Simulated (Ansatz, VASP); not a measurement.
Two plane-wave programs on Ag

File INCAR:

```
  PREC = Accurate
  ENCUT = 520
  EDIFF = 1E-7
  ISMEAR = -1
  SIGMA = 0.05
  LREAL = False
  LASPH = True
  NELM = 80
  ALGO = Normal
  ISIF = 2
  LWAVE = False
  LCHARG = False
  GGA = PE
  NBANDS = 12
```

The input KPOINTS:

```
regular mesh
0
Gamma
  11 11 11
```

File POSCAR:

```
Ag
1.0
   -1.6556540000      1.6556540000      1.6556540000
    1.6556540000     -1.6556540000      1.6556540000
    1.6556540000      1.6556540000     -1.6556540000
Ag
1
Direct
    0.0000000000      0.0000000000      0.0000000000
```

Contents of input.yaml:

```yaml
crystal:
  lattice:
    - [-1.655654, 1.655654, 1.655654]
    - [1.655654, -1.655654, 1.655654]
    - [1.655654, 1.655654, -1.655654]
  atoms:
    - { symbol: Ag, position: [0.0, 0.0, 0.0] }
hamiltonian:
  xc: pbe
  pseudopotentials: { kind: paw }
kpoints:
  mp_grid: { grid: [11, 11, 11] }
scf:
  occupations: { method: fermi_dirac, width: 0.05 }
output:
  forces: true
  stress: true
  eigenvalues: true
```

This isn't the form of Ag at room conditions, which is fcc.

Alike in both runs: task single point; functional PBE; k mesh 11 × 11 × 11; occupations fermi-dirac, width 0.05 eV; no spin polarisation.

|  | VASP | Ansatz |
| --- | --- | --- |
| version | VASP 6.6.1 | Ansatz 0.2.0 |
| potentials or method | VASP PAW PBE potentials, release 64 (Ag) | Ansatz PAW |
| plane-wave cutoff (eV) | 520 | 420 |
| valence electrons in the cell | 11 | 19 |

|  | VASP | Ansatz | Ansatz less VASP |
| --- | --- | --- | --- |
| gap on the k mesh at the Fermi level (eV) | none | none | - |
| pressure (GPa) | -0.9 | -0.8 | +0.11 |

A gap of «none» marks a metal or a gap that the smearing closes. The two sets of potentials don't hold the same shells in valence.
